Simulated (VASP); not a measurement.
# CaSe (Fm-3m) in VASP: further runs

One crystal, CaSe, is run at these levels: r2SCAN; tasks: single point.

Program: VASP 6.6.1. These are calculated values, not measurements. Logs are shortened: lines on timing, memory, paths and dates and some standing lists are left out, and cuts for length are marked.

### 1 The crystal as given

Symmetry: Fm-3m, No. 225, cubic system. Conventional cell: a = 5.912 Å, b = 5.912 Å, c = 5.912 Å, α = 90.00°, β = 90.00°, γ = 90.00°. Around Se (site symmetry m-3m) lie 6 Ca at 2.96 Å. Ca (site symmetry m-3m) has 6 Se at 2.96 Å as nearest neighbours.

### 2 Single point, r2SCAN

File INCAR:

```
SYSTEM = CaSe
PREC = Accurate
ENCUT = 450
EDIFF = 1E-6
ISMEAR = 0
SIGMA = 0.05
LREAL = .FALSE.
LASPH = .TRUE.
NELM = 100
ALGO = Normal
ISIF = 2
LWAVE = .FALSE.
LCHARG = .FALSE.
METAGGA = R2SCAN
LMIXTAU = .TRUE.
ADDGRID = .TRUE.
```

File KPOINTS:

```
regular mesh
0
G
  7 7 7
  0 0 0
```

File POSCAR:

```
CaSe
1.0
    0.0000000000      2.9560000000      2.9560000000
    2.9560000000      0.0000000000      2.9560000000
    2.9560000000      2.9560000000      0.0000000000
Se Ca
1 1
Direct
    0.5137070000      0.4880300000      0.5023060000
    0.0084580000     -0.0027510000     -0.0091450000
```

Potentials or basis: VASP PAW PBE potentials, release 64 (Se, Ca_sv).

Launch:

```sh
$ cat potpaw_PBE.64/Se/POTCAR potpaw_PBE.64/Ca_sv/POTCAR > POTCAR
$ mpirun -np 1 vasp_std > vasp.out
```

OUTCAR:

```text
SYSTEM = CaSe
   PREC = Accurate
   ENCUT = 450
   EDIFF = 1E-6
   ISMEAR = 0
   LREAL = .FALSE.
   LASPH = .TRUE.
   NELM = 100
   ISIF = 2
   METAGGA = R2SCAN

 Found    172 irreducible k-points:

 Following reciprocal coordinates:
            Coordinates               Weight
  0.000000  0.000000  0.000000      1.000000
  0.142857  0.000000  0.000000      2.000000
  0.000000  0.142857  0.000000      2.000000
  0.000000  0.000000  0.142857      2.000000
  0.142857  0.142857  0.142857      2.000000
  0.285714  0.000000  0.000000      2.000000
   k-points           NKPTS =    172   k-points in BZ     NKDIM =    172   number of bands    NBANDS=     12
   number of dos      NEDOS =    301   number of ions     NIONS =      2
   total plane-waves  NPLWV =  27000
   dimension x,y,z NGX =    30 NGY =   30 NGZ =   30
   dimension x,y,z NGXF=    60 NGYF=   60 NGZF=   60
   ions per type =               1   1
   NGX,Y,Z   is equivalent  to a cutoff of  11.93, 11.93, 11.93 a.u.
   NGXF,Y,Z  is equivalent  to a cutoff of  23.86, 23.86, 23.86 a.u.
 SYSTEM =  CaSe
   PREC   = accura    normal or accurate (medium, high low for compatibility)
   ISTART =      0    job   : 0-new  1-cont  2-samecut
   ICHARG =      2    charge: 1-file 2-atom 10-const
   ISPIN  =      1    spin polarized calculation?
   LNONCOLLINEAR =      F non collinear calculations
   LSORBIT =      F    spin-orbit coupling
   LASPH  =      T    aspherical Exc in radial PAW
   ENCUT  =  450.0 eV  33.07 Ry    5.75 a.u.   7.23  7.23  7.23*2*pi/ulx,y,z
   NELM   =    100;   NELMIN=  2; NELMDL= -5     # of ELM steps
   EDIFF  = 0.1E-05   stopping-criterion for ELM
   LREAL  =      F    real-space projection
   EDIFFG = 0.1E-04   stopping-criterion for IOM
   NSW    =      0    number of steps for IOM
   IBRION =     -1    ionic relax: 0-MD 1-quasi-New 2-CG
   NFREE  =      0    steps in history (QN), initial steepest desc. (CG)
   ISIF   =      2    stress and relaxation
   ISYM   =      2    0-nonsym 1-usesym 2-fastsym
   POTIM  = 0.5000    time-step for ionic-motion
   TEBEG  =    0.0;   TEEND  =   0.0 temperature during run
   PSTRESS=    0.0 pullay stress
   NELECT =      16.0000    total number of electrons
   NUPDOWN=      -1.0000    fix difference up-down
   EMIN   =  10.00;   EMAX   =-10.00  energy-range for DOS
   EFERMI =   0.00;   METHOD = LEGACY
   ISMEAR =     0;   SIGMA  =   0.05  broadening in eV -4-tet -1-fermi 0-gaus
   EFERMI_NEDOS =   21; number of points for ismear=-14 and -15
   IALGO  =     38    algorithm
   IMIX   =      4    mixing-type and parameters
     AMIX     =   0.40;   BMIX     =  1.00
     AMIX_MAG =   1.60;   BMIX_MAG =  1.00
  volume/ion in A,a.u.               =      25.83       174.30
  Fermi-wavevector in a.u.,A,eV,Ry     =   1.107645  2.093145 16.692666  1.226876
  Thomas-Fermi vector in A             =   2.244161
   LORBIT       =      0    0 simple, 1 ext, 2 COOP (PROOUT), +10 PAW based schemes
   METAGGA = R2SCAN    functional components
   LHFCALC =     F    Hartree Fock is set to
   AEXX    =    0.0000 exact exchange contribution
   IVDW    =     0    specifies the selected vdW correction
   LEPSILON=     F    determine dielectric tensor
   LRPA    =     F    only Hartree local field effects (RPA)
 non-spin polarized calculation
 Gauss-broadening in eV      SIGMA  =   0.05
  energy-cutoff  :      450.00
  volume of cell :       51.66
 maximum number of plane-waves:      1139
 NGX is ok and might be reduce to    30
   NGX = 15   NGY = 15   NGZ = 15

 number of electron      16.0000000 magnetization

 Free energy of the ion-electron system (eV)
  ---------------------------------------------------
  ext. energy  EPLUGINS =         0.00000000
  ---------------------------------------------------
  free energy    TOTEN  =       -25.97105897 eV

  energy without entropy =      -25.97105897  energy(sigma->0) =      -25.97105897

 E-fermi :   2.5218     XC(G=0):  -9.5876

 val. band max:        2.1897568670   @ k =   0.0000   0.0000   0.0000
 cond. band min:       4.7484868667   @ k =   0.4286   0.0000   0.4286
 fundamental gap:      2.5587299997
 Fermi energy:         2.5218198856

 k-point     1 :       0.0000    0.0000    0.0000
  band No.  band energies     occupation
      1     -39.0933      2.00000
      2     -19.2056      2.00000
      3     -19.2050      2.00000
      4     -19.2049      2.00000
      5     -10.0063      2.00000
      6       2.1879      2.00000
      7       2.1896      2.00000
      8       2.1898      2.00000
      9       6.3407      0.00000
     10       6.4226      0.00000
     11       6.4278      0.00000
     12       6.4294      0.00000

 k-point     2 :       0.1429    0.0000    0.0000
  band No.  band energies     occupation
      1     -39.0920      2.00000
      2     -19.2279      2.00000
      3     -19.2068      2.00000
      4     -19.2063      2.00000
      5      -9.8815      2.00000
      6       1.2878      2.00000
      7       1.8976      2.00000
      8       1.9002      2.00000
      9       6.3965      0.00000
     10       6.7022      0.00000
     11       6.7030      0.00000
     12       7.4087      0.00000

 k-point     3 :       0.0000    0.1429    0.0000
  band No.  band energies     occupation
      1     -39.0920      2.00000
      2     -19.2279      2.00000
      3     -19.2066      2.00000
      4     -19.2063      2.00000
      5      -9.8815      2.00000
      6       1.2886      2.00000
      7       1.8970      2.00000
      8       1.8991      2.00000
      9       6.3984      0.00000
     10       6.7015      0.00000
     11       6.7042      0.00000
     12       7.4155      0.00000

 k-point     4 :       0.0000    0.0000    0.1429
  band No.  band energies     occupation
      1     -39.0920      2.00000
      2     -19.2280      2.00000
      3     -19.2066      2.00000
      4     -19.2063      2.00000
      5      -9.8815      2.00000
      6       1.2892      2.00000
      7       1.8971      2.00000
      8       1.8976      2.00000
      9       6.4000      0.00000
     10       6.7021      0.00000
     11       6.7042      0.00000
     12       7.4215      0.00000

 k-point     5 :       0.1429    0.1429    0.1429
  band No.  band energies     occupation
      1     -39.0920      2.00000
      2     -19.2278      2.00000
      3     -19.2067      2.00000
      4     -19.2063      2.00000
      5      -9.8815      2.00000
      6       1.2882      2.00000
      7       1.8973      2.00000
      8       1.8997      2.00000
      9       6.3974      0.00000
     10       6.7016      0.00000
     11       6.7039      0.00000
     12       7.4119      0.00000

 k-point     6 :       0.2857    0.0000    0.0000
  band No.  band energies     occupation
      1     -39.0891      2.00000
      2     -19.2779      2.00000
      3     -19.2098      2.00000
      4     -19.2094      2.00000
      5      -9.5828      2.00000
      6      -0.0960      2.00000
      7       1.3800      2.00000
      8       1.3818      2.00000
      9       6.5733      0.00000
     10       7.3765      0.00000
     11       7.3777      0.00000
     12       8.7931      0.00000

 [... further k-points ...]
[... 5 lines left out ...]
  --------------------------------------------------------------------------------------
  -------------------------------------------------------------------------------------
  Total        0.2713300      0.3269936      0.2735379     -0.0017723      0.0030177      0.0001487
  in kB        8.4152144     10.1416024      8.4836909     -0.0549665      0.0935924      0.0046123
  external PRESSURE =       9.0135026 kB  Pullay stress =       0.0000000 kB

 VOLUME and BASIS-vectors are now :
 -----------------------------------------------------------------------------
  energy-cutoff  :      450.00
  volume of cell :       51.66
      direct lattice vectors                 reciprocal lattice vectors
     0.000000000  2.956000000  2.956000000    -0.169147497  0.169147497  0.169147497
     2.956000000  0.000000000  2.956000000     0.169147497 -0.169147497  0.169147497
     2.956000000  2.956000000  0.000000000     0.169147497  0.169147497 -0.169147497

 POSITION                                       TOTAL-FORCE (eV/Angst)
 -----------------------------------------------------------------------------------
      2.92743      3.00333      2.96113        -0.022090     -0.170021      0.040559
      5.87684      2.95397      2.97287         0.022090      0.170021     -0.040559
 -----------------------------------------------------------------------------------
    total drift:                               -0.002463     -0.002442     -0.002943

  FREE ENERGIE OF THE ION-ELECTRON SYSTEM (eV)
  ---------------------------------------------------
  free  energy   TOTEN  =       -25.9710589745 eV

  energy  without entropy=      -25.9710589745  energy(sigma->0) =      -25.97105897
```

It took 4.7 min on 1 thread of Intel Xeon Platinum 8488C (Sapphire Rapids), shared host; peak memory 0.32 GiB.

These settings aren't checked as converged: the numbers below hold their error.

Results:

* Free energy: -25.9711 eV
* Pressure: 0.9 GPa
* Largest force: 0.176 eV/Å
* Band gap on the k mesh: 2.56 eV, indirect (least direct gap 3.48 eV)

Caveat: the PAW data sets were made with another functional, which shifts forces and pressure a little; an odd mesh through Γ misses points on the zone boundary, where band edges often lie.

### 3 Single point, r2SCAN

Edit INCAR of step 2 so:

```diff
@@ -7,3 +7,3 @@
 LREAL = .FALSE.
-LASPH = .TRUE.
+LASPH = .FALSE.
 NELM = 100
@@ -15,2 +15,2 @@
 LMIXTAU = .TRUE.
-ADDGRID = .TRUE.
+ADDGRID = .FALSE.
```

KPOINTS is that of step 2.

File POSCAR:

```
CaSe
1.0
    0.0000000000      2.9560000000      2.9560000000
    2.9560000000      0.0000000000      2.9560000000
    2.9560000000      2.9560000000      0.0000000000
Se Ca
1 1
Direct
    0.5000000000      0.5000000000      0.5000000000
    0.0000000000      0.0000000000      0.0000000000
```

Potentials or basis: VASP PAW PBE potentials, release 64 (Se, Ca_sv).

Launch:

```sh
$ cat potpaw_PBE.64/Se/POTCAR potpaw_PBE.64/Ca_sv/POTCAR > POTCAR
$ mpirun -np 1 vasp_std > vasp.out
```

OUTCAR:

```text
SYSTEM = CaSe
   PREC = Accurate
   ENCUT = 450
   EDIFF = 1E-6
   ISMEAR = 0
   LREAL = .FALSE.
   LASPH = .FALSE.
   NELM = 100
   ISIF = 2
   METAGGA = R2SCAN
     LASPH = .TRUE.)

 Found     20 irreducible k-points:

 Following reciprocal coordinates:
            Coordinates               Weight
  0.000000  0.000000  0.000000      1.000000
  0.142857  0.000000  0.000000      8.000000
  0.285714  0.000000  0.000000      8.000000
  0.428571  0.000000  0.000000      8.000000
  0.142857  0.142857  0.000000      6.000000
  0.285714  0.142857  0.000000     24.000000
   k-points           NKPTS =     20   k-points in BZ     NKDIM =     20   number of bands    NBANDS=     12
   number of dos      NEDOS =    301   number of ions     NIONS =      2
   total plane-waves  NPLWV =  27000
   dimension x,y,z NGX =    30 NGY =   30 NGZ =   30
   dimension x,y,z NGXF=    60 NGYF=   60 NGZF=   60
   ions per type =               1   1
   NGX,Y,Z   is equivalent  to a cutoff of  11.93, 11.93, 11.93 a.u.
   NGXF,Y,Z  is equivalent  to a cutoff of  23.86, 23.86, 23.86 a.u.
 SYSTEM =  CaSe
   PREC   = accura    normal or accurate (medium, high low for compatibility)
   ISTART =      0    job   : 0-new  1-cont  2-samecut
   ICHARG =      2    charge: 1-file 2-atom 10-const
   ISPIN  =      1    spin polarized calculation?
   LNONCOLLINEAR =      F non collinear calculations
   LSORBIT =      F    spin-orbit coupling
   LASPH  =      F    aspherical Exc in radial PAW
[... 63 lines left out ...]
      3     -19.2076      2.00000
      4     -19.2075      2.00000
      5     -10.0056      2.00000
      6       2.1945      2.00000
      7       2.1945      2.00000
      8       2.1945      2.00000
      9       6.3419      0.00000
     10       6.4169      0.00000
     11       6.4169      0.00000
     12       6.4169      0.00000
[... 61 lines left out ...]
 k-point     6 :       0.2857    0.1429    0.0000
  band No.  band energies     occupation
      1     -39.0921      2.00000
      2     -19.2634      2.00000
      3     -19.2190      2.00000
      4     -19.2166      2.00000
      5      -9.6331      2.00000
      6       0.1541      2.00000
      7       1.4077      2.00000
      8       1.5452      2.00000
      9       5.9911      0.00000
     10       7.4012      0.00000
     11       7.5280      0.00000
     12       8.0614      0.00000

 [... further k-points ...]
[... 5 lines left out ...]
  --------------------------------------------------------------------------------------
  -------------------------------------------------------------------------------------
  Total        0.2748305      0.2748305      0.2748305      0.0000000      0.0000000     -0.0000000
  in kB        8.5237785      8.5237785      8.5237785      0.0000000      0.0000000     -0.0000000
  external PRESSURE =       8.5237785 kB  Pullay stress =       0.0000000 kB

 VOLUME and BASIS-vectors are now :
 -----------------------------------------------------------------------------
  energy-cutoff  :      450.00
  volume of cell :       51.66
      direct lattice vectors                 reciprocal lattice vectors
     0.000000000  2.956000000  2.956000000    -0.169147497  0.169147497  0.169147497
     2.956000000  0.000000000  2.956000000     0.169147497 -0.169147497  0.169147497
     2.956000000  2.956000000  0.000000000     0.169147497  0.169147497 -0.169147497

 POSITION                                       TOTAL-FORCE (eV/Angst)
 -----------------------------------------------------------------------------------
      2.95600      2.95600      2.95600        -0.000000      0.000000      0.000000
      0.00000      0.00000      0.00000         0.000000     -0.000000     -0.000000
 -----------------------------------------------------------------------------------
    total drift:                               -0.000000      0.000000      0.000000

  FREE ENERGIE OF THE ION-ELECTRON SYSTEM (eV)
  ---------------------------------------------------
  free  energy   TOTEN  =       -25.9750461876 eV

  energy  without entropy=      -25.9750461876  energy(sigma->0) =      -25.97504619
```

stdout:

```text
POSCAR found type information on POSCAR SeCa
 POSCAR found :  2 types and       2 ions
 scaLAPACK will be used
 -----------------------------------------------------------------------------
|                                                                             |
|                                                                             |
|     You enforced a specific xc type in the INCAR file but a different       |
|     I HOPE YOU KNOW WHAT YOU ARE DOING!                                     |
|                                                                             |
 -----------------------------------------------------------------------------

 LDA part: xc-table for (None), standard interpolation
 POSCAR, INCAR and KPOINTS ok, starting setup
 FFT: planning ... GRIDC
 FFT: planning ... GRID_SOFT
 FFT: planning ... GRID
 WAVECAR not read
 entering main loop
```

Wall time 37 s (1 thread of Intel Xeon Platinum 8488C (Sapphire Rapids), shared host); peak memory 0.17 GiB.

These settings aren't checked as converged: the numbers below hold their error.

What came out:

| Property | Result |
| --- | --- |
| Free energy | -25.9750 eV |
| Pressure | 0.9 GPa |
| Band gap on the k mesh | 2.55 eV, indirect (least direct gap 3.47 eV) |

Caveat: the PAW data sets were made with another functional, which shifts forces and pressure a little; an odd mesh through Γ misses points on the zone boundary, where band edges often lie.

### 4 For comparison

An earlier run on the cell as given: functional PBEsol; potentials or basis VASP PAW PBE potentials, release 64 (Se, Ca_sv); cutoff 520 eV; k mesh 8 × 8 × 8; occupations fermi-dirac, width 0.05 eV; no spin polarisation.

* Pressure: -0.9 GPa
* Band gap on the k mesh: 1.92 eV, indirect (least direct gap 2.87 eV)
